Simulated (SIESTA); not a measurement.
Runs of SIESTA 5.4.2 on CdS (Greenockite). Symmetry: P6_3mc, No. 186, hexagonal system. The conventional cell has a = 4.150 Å, b = 4.150 Å, c = 6.737 Å, α = 90.00°, β = 90.00°, γ = 120.00°. Cd (site symmetry 3m) has 4 S at 2.53 to 2.54 Å as nearest neighbours. S (site symmetry 3m) has 4 Cd at 2.53 to 2.54 Å as nearest neighbours. 

```csv
level,potentials or basis,gap on the mesh (eV),pressure (GPa),largest force (eV/Å)
AM05,"PseudoDojo 0.4 standard (PBEsol files), DZP (energy shift 0.003 Ry; two zetas on semicore shells)",1.37,(b),0.07
LDA,"PseudoDojo 0.4 standard (LDA files), DZP (energy shift 0.003 Ry; two zetas on semicore shells)",1.14,(a),0.07
PBEsol,"PseudoDojo 0.4 standard (PBEsol files), DZP (energy shift 0.003 Ry; two zetas on semicore shells)",1.27,-0.8,0.07
vdW-DF-cx,"PseudoDojo 0.4 standard (PBE files), DZP (energy shift 0.003 Ry; two zetas on semicore shells)",1.29,0.1,0.07
```

Alike in all rows: task band structure; no spin polarisation; cell as given; k mesh 7 × 7 × 4; smearing fermi-dirac 0.05 eV; grid cutoff 800 Ry; energy shift 0.003 Ry.

Problem. Fill in the values left out.

Solution. (a) -3.0; (b) -0.2.

Caveats: the basis of atomic orbitals isn't converged, which shifts pressures, moduli and gaps; the potentials were made for another functional, which shifts forces and pressure (some runs).

A k mesh can miss the band edges, and the runs leave out spin-orbit coupling on Cd.

Runs at the PBE level aren't shown here.
